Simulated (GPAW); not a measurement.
## Al: single point with PBE

Al:

```
CELL_PARAMETERS angstrom
0.00000 2.02481 2.02481
2.02481 0.00000 2.02481
2.02481 2.02481 0.00000
ATOMIC_POSITIONS crystal
Al 0.00000 0.00000 0.00000
```

| Property | Result |
| --- | --- |
| Program | GPAW 26.7.0 |
| Task | single point |
| Functional | PBE |
| Potentials or basis | GPAW PAW data sets (gpaw-data 1.2.1) |
| Cutoff | 700 eV |
| Basis | pw |
| k mesh | 11 × 11 × 11 |
| Occupations | fermi-dirac, width 0.05 eV |
| Spin | no spin polarisation |

```yaml
Pressure: -0.3 GPa
Band_gap_on_the_k_mesh: none (metal or under the smearing width)
```

Levels at points of the mesh, in eV from the Fermi level:
```
           k point  band 1  band 2  band 3  band 4
(0.00, 0.00, 0.00)  -11.11   12.58   12.58   12.58
```

Wall time 2.9 s on 1 thread of AMD EPYC 9R45 96-Core Processor (Zen 5) (shared host), peak memory 0.13 GiB.
